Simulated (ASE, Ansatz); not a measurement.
# Twisted 1T-TiS2 bilayer, 13.17° (114 atoms): support functions against a reference, part 2 of 2

Aim: test how closely localised support functions follow the reference on twisted 1T-TiS2 bilayer, 13.17° (114 atoms), and at what cost. A setting counts as converged where the r.m.s. difference of forces stays under 1 % of the r.m.s. force.

Ansatz 0.2.0; Kohn-Sham DFT, PBEsol, PAW (set soft_2), plane waves.

The cell: 38 Ti and 76 S. The functional has no dispersion term. Beside vacuum, support functions can miss their usual error bounds without a warning. The main run has no spin polarisation. Sampling is at Γ alone, for a cell whose shortest periodic width is 13 Å.

So far. Step 2 (Plane-wave single point): Mean Löwdin charges: S -0.30, Ti +0.77 e (they miss 0.67 % of the electrons, so they add up to more than the cell's charge). Just under the Fermi level the largest share is S p (75 % of the projected weight), just over it Ti d (71 % of the projected weight).

### Step 3. Local order (continued)

A closer look about Ti106, picked at random: 13 atoms, nearest first, numbered in the order of the input, with positions taken from that point.

```tsv
atom	x	y	z	distance (Å)	bonds	Löwdin charge (e)	Fx	Fy	Fz (eV/Å)
Ti106	0.00	0.00	0.00	0.00	6	0.76	0.183	0.053	-0.067
S99	-0.76	1.80	-1.42	2.42	3	-0.30	-0.062	-0.002	0.285
S107	1.18	1.57	1.42	2.42	3	-0.30	0.014	-0.016	-0.265
S96	-1.17	-1.59	-1.42	2.42	3	-0.30	-0.023	-0.066	0.250
S95	-1.96	0.22	1.41	2.43	3	-0.30	0.084	-0.013	-0.147
S104	0.80	-1.81	1.41	2.43	3	-0.30	-0.040	-0.043	-0.184
S108	1.98	-0.23	-1.43	2.45	3	-0.31	-0.070	-0.076	0.492
Ti94	-3.12	-1.36	0.00	3.40	6	0.76	-0.041	-0.093	0.033
Ti109	0.39	3.38	-0.02	3.40	6	0.76	0.025	0.018	0.090
Ti97	-2.74	2.02	0.00	3.40	6	0.76	-0.049	0.075	-0.111
Ti103	-0.38	-3.39	0.00	3.41	6	0.77	0.032	0.012	-0.019
Ti61	3.14	1.36	0.00	3.42	6	0.76	0.005	-0.019	-0.048
Ti112	2.76	-2.05	0.00	3.44	6	0.76	-0.138	0.166	-0.042
```

The column of bonds counts only the pairs S-Ti within 3.10 Å; other neighbours, such as metal atoms beside each other in a compound, aren't counted, and periodic images can show an atom twice.

### Step 4. Support functions medium

The cell is solved in localised support functions.

This step: Kohn-Sham DFT, PBEsol, PAW (set soft_2), localised support functions (medium) (Ansatz 0.2.0).

Input file input.yaml:

```yaml
crystal:
  lattice:
    - [14.8638, 0.0, 0.0]
    - [-7.4319, 12.87243, 0.0]
    - [0.0, 0.0, 20.86]
  atoms:
    [... the 114 atom lines of step 2 ...]
kpoints:
  mp_grid: { grid: [1, 1, 1] }
hamiltonian:
  xc: pbesol
scf:
  occupations: { method: fermi_dirac, width: 0.05 }
  eigensolver: { kind: { support_functions: { accuracy: medium } } }
  mixing: { beta: 0.4 }
  max_iter: 150
output:
  forces: true
```

Command:

```bash
> ansatz run input.yaml --threads 32 --pin off --max-ram 143360MiB --backend cuda --events-out ev --progress --plain --runs-dir out
```

Numbers of over 12 decimals in the logs are rounded to 6 here.

What it wrote:

```text
Warning: scf.eigensolver.kind.support_functions: disabling space-group detection — the functions' gradient is summed over unrotated k-points, so no spatial operation reduces the k-mesh or symmetrises the density; time reversal is kept, so that k and −k are solved as one point where they differ and the mesh holds both, and exact exchange and, on two spinor components, a DFT+U term hold to it where the run has them: [...]
settings of this run that can trade accuracy for cost: scf.eigensolver.kind.support_functions [...]
[...]
GPU FFT provider: cuFFT
GPU libraries: cuBLAS 13.8.1, cuFFT 12.4.0, cuSOLVER 12.3.2
[...]
Crystal: 114 atoms, lattice volume = 3991.211 Å³
Basis set: ecut = 420 eV, 77955 PW (Γ), exchange–correlation on 200×200×288 points (8 copies of the dense FFT grid, shifted against one another)
Bands: 548, of which v1, the nominal top of the filled ones, is band 456 counted from 1 (455 counted from 0)
Symmetry: 1 space group operations
k-points: 1
[...]
GPU buffer pool allocated for 1440000 grid points (all kernels)
[...]
SCF iter   1: F=—  HF=-161412.963153 eV  |F-HF|=—  |Δ(HF+E_count)|=         —  Δρ=4.80e-2  dr2=1.26e2  ethr=1.00e-1
[...]
SCF iter  21: F=—  HF=-161410.316030 eV  |F-HF|=—  |Δ(HF+E_count)|=   2.24e-3  Δρ=7.70e-6  dr2=4.12e-6  ethr=2.88e-9  κ⁻¹=5.1e-5(r=7)
SCF iter  22: F=-161410.317338 eV  HF=-161410.317039 eV  |F-HF|=2.99e-4  |Δ(HF+E_count)|=   1.01e-3  Δρ=4.53e-6  dr2=1.72e-6  ethr=4.52e-10
SCF 1 converged in 22 iterations: F = -161410.336483 eV  dr2 = 1.72e-6
[...]
SCF converged after 22 iterations
Stability not checked: this state was not tested for a lower state beside it, because the mixer in use, unlike msr1, does not test its closes by its own steps (another_mixer; see scf.mixing.algorithm and scf.lower_state_search)
Free energy (F): -161410.336483 eV
[...]
Internal energy: -161409.755883 eV  (E = F + TS)
E sigma→0 (E₀):  -161410.046183 eV
Entropy (-TS):   -0.580600 eV (-5.093 meV/atom)
Fermi energy:    1.660105 eV
[...]
Σ components = -161410.336483   (vs F -161410.336483, Δ=0.00e0)
--- Forces (eV/Å), atoms counted from 1 ---
[... 114 lines of forces left out ...]
  max |Σ_I F_I| component: 2.20e-3 eV/Å
--- Band table (eV) ---
[... left out ...]
  guard bands above this table: 75 of the run's 548 bands (output.publish_guard_bands: true publishes all)
```

It took 5.4 s on 1 × NVIDIA GB200 with 32 threads of Arm Neoverse V2, shared host; peak memory 1.6 GiB.

That memory is the host's; the program planned up to 5.6 GiB on the GPU.

The program notes that the band table was not solved further than the SCF left it and it switched symmetry off. Further notices: vacuum switching off with vacuum.

Keys that differ from the reference: support_functions.accuracy = "medium", scf.max_iter = 150 and scf.mixing.beta = 0.4.

Forces differ from the reference by 0.42 meV/Å r.m.s., 0.24 % of their size, well within a tolerance of 1 %; the energy by -0.67 meV/atom. The two runs also began from different starting densities, which bears on cycles and time.

### Step 5. What each setting buys

Each row is set against the plane-wave reference (Kohn-Sham DFT, PBEsol, PAW (set soft_2), plane waves; r.m.s. force component 0.174 eV/Å). Energies are set beside the reference only for runs with its functional, potentials and electron count. Times are for 1 × NVIDIA GB200 with 32 threads of Arm Neoverse V2, shared host. The reference's time includes the DOS, which some other runs skip.

```tsv
run	Δ force, r.m.s. (meV/Å)	share of r.m.s. force (%)	Δ energy (meV/atom)	cycles	time	host memory (GiB)	planned on the GPU (GiB)
reference	-	-	-	10	2.8 s	1.9	8.8
support functions medium	0.416	0.239	-0.674	22	5.4 s	1.6	5.6
```

### Step 6. Results

```
free energy per atom        : -1415.8795 eV/atom
r.m.s. force component      : 0.174 eV/Å
wall time of the 2 DFT runs : 8.2 s
```

What this shows: Against plane waves at 420 eV, the forces differ by 0.42 meV/Å (0.24 %) with support functions medium. At 114 atoms the run with support functions medium takes roughly 1.9 times the time of plane waves (whose run also made extra analyses, so the like-for-like ratio is larger), in 22 SCF cycles against 10. Differences between support functions and plane waves include what basis error the plane-wave run still has.

13 levels are partly filled, by over 2 % (at Γ alone): no clear gap opens at this level. Levels of broken or missing bonds inside a gap of the host would look the same. By these cutoffs all S atoms have 3 and all Ti atoms have 6 bonded neighbours.

Caveats: The geometry was built by rule, was displaced at random and isn't relaxed at this level: its force components are 0.17 eV/Å r.m.s.

[Logs are printed without paths, hosts, clocks, repeated set-up lines and the standing remarks that a program may print on its own settings, such as how far it seeks lower states.]

[Hosts, paths, dates, database ids (printed as entryN), source tags and the programs' standing remarks are cut or masked in the printed files.]
